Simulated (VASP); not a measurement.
Input:

```yaml
crystal:
  lattice:
    - [0.00000, 3.02851, 3.02851]
    - [3.02851, 0.00000, 3.02851]
    - [3.02851, 3.02851, 0.00000]
  atoms:
    - { symbol: Al, position: [0.00000, 0.00000, 0.00000] }
    - { symbol: Sb, position: [0.25000, 0.25000, 0.25000] }
```

The numbers are results of PBE GGA, VASP's PBE PAW potentials (set 64) (plane waves; VASP), not measurements. Numerical set-up: PREC = Normal, 350 eV cut-off, 4×4×4 Γ-centred mesh, Gaussian smearing of 0.010 eV, potentials Al_GW Sb_d_GW.

Problem. Give the stress tensor in GPa (positive for a compressed cell).

Solution. 
```
4.64  0.00  0.00
0.00  4.64  0.00
0.00  0.00  4.64
```
The pressure is its mean diagonal, 4.64 GPa.

The compound is AlSb in the zinc blende structure. This cell is one point of a volume scan, at 0.96 of the reference volume. The k-mesh is coarse (spacing up to 0.45 per Å, 2π included), so the numbers may not be converged in it.
